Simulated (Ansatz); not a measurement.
## zincblende-structured MnAs

The computed numbers are results of PBE, scalar-relativistic (collinear spin) in the plane-wave PAW code Ansatz at 420 eV, Γ-centred 12×12×12 mesh, 0.05 eV Gaussian smearing; PAW files: Ansatz's generated set soft_2.

```
Mn As
1.0
     0.00000    2.82995    2.82995
     2.82995    0.00000    2.82995
     2.82995    2.82995    0.00000
Mn As
1 1
Cartesian
  0.0000 0.0000 0.0000
  1.4150 1.4150 1.4150
```

This is a trial structure; measured cells of the compound in the Crystallography Open Database are in space group Pnma.

The geometry is fixed. Moments are started on Mn in several ways. q is the propagation vector of an order in a doubled cell, in units of this cell's reciprocal vectors; doubled cells take an equivalent mesh or are counted from a ferromagnetic run in the same cell, unless said otherwise. Energies count from the first row, the state in which the cell was relaxed.

The starts:
- ferromagnetic
- no spin polarisation
- antiparallel, q = (0, 0, 1/2)
- antiparallel, q = (0, 1/2, 1/2)
- small parallel moments

**Question.** Which start ends lowest, and how far above it lies the solution without spin polarisation?

**Answer.** Lowest, alike within 0.5 meV/atom: ferromagnetic; small parallel moments (which grew into the full parallel moments). Without spin polarisation the energy is 507 meV/atom higher.

| start | largest typed moment (μB) | ΔE (meV/atom) | gap on the mesh (eV) | P (GPa) | final spin moments (μB) |
| --- | --- | --- | --- | --- | --- |
| ferromagnetic | 3.89 | 0.0 | metal | 0.0 | Mn 3.52; As -0.15 |
| no spin polarisation | 0.00 | 506.8 | metal | -13.1 | none |
| antiparallel, q = (0, 0, 1/2) | 3.50 | 22.1 | metal | -1.8 | Mn 3.29, -3.29; As -0.12, 0.12 |
| antiparallel, q = (0, 1/2, 1/2) | 3.50 | 44.8 | metal | -2.1 | Mn 3.25, -3.25 |
| small parallel moments | 0.50 | 0.0 | metal | 0.0 | Mn 3.52; As -0.15 |

The program noted a lower state or an instability beside: antiparallel, q = (0, 0, 1/2); antiparallel, q = (0, 1/2, 1/2). The lower rows of the table may be what it saw.

The cell was relaxed in the state of the first row, and its shape doesn't suit: antiparallel, q = (0, 0, 1/2) (uneven stress of 1.0 GPa).

Without spin polarisation the pressure is 13.1 GPa lower than in the lowest state, so the magnetic solution wants the larger cell.

Without a U such compounds often come out with 3d moments too small and a gap closed that the real crystal has.

Only orders that fit these small cells were tried, so the real crystal's order may be another.

Site moments are of spin, integrated over atomic spheres.

The state of the open shells isn't shown to be the lowest.
